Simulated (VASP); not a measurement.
Write the native input for VASP 6.6.1 that does the following.

| Item | Value |
| --- | --- |
| Task | relaxation of cell and atoms |
| Functional | BLYP |
| Potentials or basis | VASP PAW PBE potentials, release 64 (N, B) |
| Cutoff | 600 eV |
| k mesh | 12 × 12 × 12 |
| Occupations | fermi-dirac, width 0.05 eV |
| Spin | no spin polarisation |
| Further INCAR settings | ALGO = Normal; EDIFF = 1e-07; IBRION = 2; EDIFFG = -0.01; NSW = 40; ISIF = 3 |

The structure of BN lies in POSCAR:

```
BN
1.0
    1.2511217832      0.7223354983      3.3729344033
   -1.2511217832      0.7223354983      3.3729344033
    0.0000000000     -1.4446709966      3.3729344033
N B
1 1
Direct
    0.6672382000      0.6672382000      0.6672382000
    0.0003288000      0.0003288000      0.0003288000
```

The cell is a database's computed one.

These files were run (other wordings do the same):

INCAR

```
PREC = Accurate ; ENCUT = 600
EDIFF = 1E-7 ; ISMEAR = -1
SIGMA = 0.05 ; LREAL = F
LASPH = T ; NELM = 60
ALGO = Normal ; ISIF = 3
LWAVE = F ; LCHARG = F
GGA = B5 ; ALDAX = 1.0
AGGAX = 1.0 ; AGGAC = 1.0
ALDAC = 0.0 ; IBRION = 2
NSW = 40 ; EDIFFG = -0.01
```

KPOINTS

```
regular mesh
0
Gamma
  12 12 12
```

Potentials or basis: VASP PAW PBE potentials, release 64 (N, B).

Command:

```bash
$ cat potpaw_PBE.64/N/POTCAR potpaw_PBE.64/B/POTCAR > POTCAR
$ mpirun -np 1 vasp_std > vasp.out
```

It gave:

```json
{
  "Relaxed volume": "10.96 Å³/atom",
  "Relaxed cell": "a = 4.249 Å, b = 4.249 Å, c = 4.249 Å, α = 34.47°, β = 34.47°, γ = 34.47°",
  "Space group after relaxing (to 0.05 Å)": "R3m (No. 160)",
  "Energy gained by relaxing": "18.9 meV/atom",
  "Ionic steps": "11",
  "Pressure after relaxing": "-0.1 GPa",
  "Largest force after relaxing": "0.004 eV/Å",
  "Band gap on the k mesh": "4.41 eV, indirect (least direct gap 4.69 eV)"
}
```

Caveat: the volume moved by over 15 % at a fixed basis, so the end points are rough; the PAW data sets were made with another functional, which shifts forces and pressure a little.

Wall time 5.9 min on 1 thread of Intel(R) Xeon(R) Platinum 8488C (Sapphire Rapids), with other jobs on the host, peak memory 0.18 GiB.
